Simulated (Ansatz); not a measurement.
Input and command of a plane-wave DFT calculation in Ansatz:

```yaml
crystal:
  lattice:
    - [2.7010572176, 0.0, 0.0]
    - [0.0, 2.7010572176, 0.0]
    - [0.0, 0.0, 2.7010572176]
  atoms:
    - { symbol: Al, position: [0.0, 0.0, 0.0] }
    - { symbol: Co, position: [0.5, 0.5, 0.5] }
basis:
  ecutwfc: 420
kpoints:
  mp_grid: { grid: [16, 16, 16] }
hamiltonian:
  xc: pbe
scf:
  occupations: { method: gaussian, width: 0.1 }
output:
  forces: true
  stress: true
  eigenvalues: true
relax:
  adjacent_minimum: "off"
  f_tol: 0.008
  max_steps: 50
  cell: { stress_tol: 0.08, p_target: 40.0 }
```

```bash
ansatz run input.yaml --threads 1 --pin off --max-ram 2560MiB --backend cpu --events-out ev --progress --plain --runs-dir out
```

Processor: Intel(R) Xeon(R) Processor @ 2.70GHz, 1 thread, on a host shared with other jobs.

Q: Estimate time, memory and problem size.

A: About 12 s on 1 thread of Intel(R) Xeon(R) Processor @ 2.70GHz, with other jobs on the host, peak memory 0.37 GiB. It solves 14 bands at 165 k points (the mesh reduced by the symmetry that the task leaves, which can be less than the crystal's) with about 389 plane waves (on the last cell), in 26 SCF iterations over 4 ionic steps.
